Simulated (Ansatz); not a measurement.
# Ti: a film clamped to a substrate

Method: DFT r2SCAN, scalar-relativistic, plane waves, PAW (Ansatz 0.2.0). Cutoff 500 eV, Γ-centred 12×12×16 k-points, Gaussian smearing of 0.15 eV. No spin polarisation. Energies are free energies at this smearing, counted from the undisturbed cell; pressure is positive in compression.

Zero of the scan (relaxed at this level; this form isn't the usual structure):

```xyz
3
Lattice="4.5680 0.0000 0.0000 -2.2840 3.9560 0.0000 0.0000 0.0000 2.8246" Properties=species:S:1:pos:R:3 pbc="T T T"
Ti    0.0000    0.0000    0.0000
Ti    0.0000    2.6373    1.4123
Ti    2.2840    1.3187    1.4123
```

The cell (3 atoms, V0 = 51.04 Å³) is strained by p along both x and y and by q along z, fractional coordinates fixed. τp = (1/V0) ∂E/∂p = (σxx + σyy)(1 + p)(1 + q) and τq = (1/V0) ∂E/∂q = σzz(1 + p)², with tension positive.

| p | q | ΔE (meV/atom) | τp (GPa) | τq (GPa) |
| --- | --- | --- | --- | --- |
| 0.000 | 0.000 | 0.00 | 0.08 | -0.05 |
| -0.025 | 0.000 | 20.13 | -15.57 | -2.95 |
| 0.025 | 0.000 | 18.90 | 13.85 | 2.30 |
| 0.000 | -0.025 | 9.50 | -2.61 | -7.28 |
| 0.000 | 0.025 | 8.35 | 2.62 | 6.17 |

Get the second derivatives of the energy density.

Central differences give A = ∂τp/∂p = 588 GPa (C11 + C22 + 2 C12), C = ∂τq/∂q = 269 GPa (C33) and the cross term B = ∂τq/∂p = 105 GPa (C13 + C23); ∂τp/∂q = 105 GPa must equal B, and any difference shows higher-order terms. The ions are clamped.

A film of this crystal grows with z along the normal on a substrate that imposes p. How does its thickness respond, and what does the misfit cost?

Count p and q from the stress-free cell. A free surface needs τq = 0, so q = −(B/C) p = -0.39 p. The energy density left is (A − B²/C) p²/2 = M p², with the biaxial modulus M = 274 GPa; a misfit of 1 % costs 2.91 meV/atom, against 3.12 meV/atom if the thickness were held.

At p = 0.050 the energies along q are 82.7 (q = -0.050), 69.1 (q = -0.025), 71.8 (q = 0.000), 91.1 (q = 0.025), 124.9 (q = 0.050) meV/atom.

Does the linear rule hold at this misfit?

A parabola through the lowest point and its neighbours has its minimum at q = -0.017, 68.2 meV/atom. With the stress left in the starting cell, τp0 and τq0, linear elasticity gives q = −(τq0 + Bp)/C = -0.019 and E = V0(τp0 p + τq0 q + Ap²/2 + Bpq + Cq²/2)/N = 73.2 meV/atom. The two agree within a tenth in energy.

In a metal these slopes depend on the k mesh and the smearing.